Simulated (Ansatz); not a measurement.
Theory: DFT PBE, scalar-relativistic, plane waves, PAW in Ansatz. Settings: cutoff 420 eV, Γ-centred meshes spaced at most about 0.3 Å⁻¹, and about 0.25 Å⁻¹ or finer for metals (2π included), Gaussian smearing. No spin polarisation.

These are static total energies at zero pressure.

Two relaxed structures of GaH:

1.

```cif
data_structure
_symmetry_space_group_name_H-M 'Pmmn:1'
_symmetry_Int_Tables_number 59
_cell_length_a 2.8257
_cell_length_b 3.8794
_cell_length_c 5.7110
_cell_angle_alpha 90.000
_cell_angle_beta 90.000
_cell_angle_gamma 90.000
_cell_volume 62.60
loop_
_atom_site_label
_atom_site_type_symbol
_atom_site_symmetry_multiplicity
_atom_site_Wyckoff_symbol
_atom_site_fract_x
_atom_site_fract_y
_atom_site_fract_z
_atom_site_occupancy
Ga1 Ga 2 b 0.50000 0.00000 0.86760 1
H1 H 2 a 0.00000 0.00000 0.67287 1
```

2.

```cif
data_structure
_symmetry_space_group_name_H-M 'P2_1/c'
_symmetry_Int_Tables_number 14
_cell_length_a 4.8751
_cell_length_b 4.6205
_cell_length_c 4.9951
_cell_angle_alpha 90.000
_cell_angle_beta 102.616
_cell_angle_gamma 90.000
_cell_volume 109.80
loop_
_atom_site_label
_atom_site_type_symbol
_atom_site_symmetry_multiplicity
_atom_site_Wyckoff_symbol
_atom_site_fract_x
_atom_site_fract_y
_atom_site_fract_z
_atom_site_occupancy
Ga1 Ga 4 e 0.75692 0.30715 0.80728 1
H1 H 4 e 0.41240 0.13565 0.74222 1
```

**Question.** Which form is favoured at zero pressure, and by what margin per atom?

**Answer.** Cell 2 is lower, by 76 meV/atom. Cell 1 has space group Pmmn (No. 59), 15.7 Å³/atom and no gap on its mesh; cell 2 has space group P2_1/c (No. 14), 13.7 Å³/atom and no gap. Counting H atoms around Ga (those within 1.25 times the shortest such distance or 1.15 times the sum of covalent radii), cell 1 and cell 2 both have Ga 2. Even the lower one lies +0.22 eV/atom against the reference forms of the elements (uncorrected), so neither is stable at this level. Origin: cell 1, invented; cell 2, invented, then shaken at random and relaxed again. The lowest form computed isn't among them: it has space group P6/mmm (No. 191), 11.9 Å³/atom and lies 6 meV/atom below the best shown.

Weakly bound directions are ill-defined at this level, which has no dispersion term (Pmmn, P2_1/c), and this can change margins and order among such cells. With hydrogen, zero-point motion can shift such differences by 10 meV/atom or more. Cells relaxed within their symmetry can be saddle points. Some types were kept out of the candidates beforehand, so the set may lack a known form.
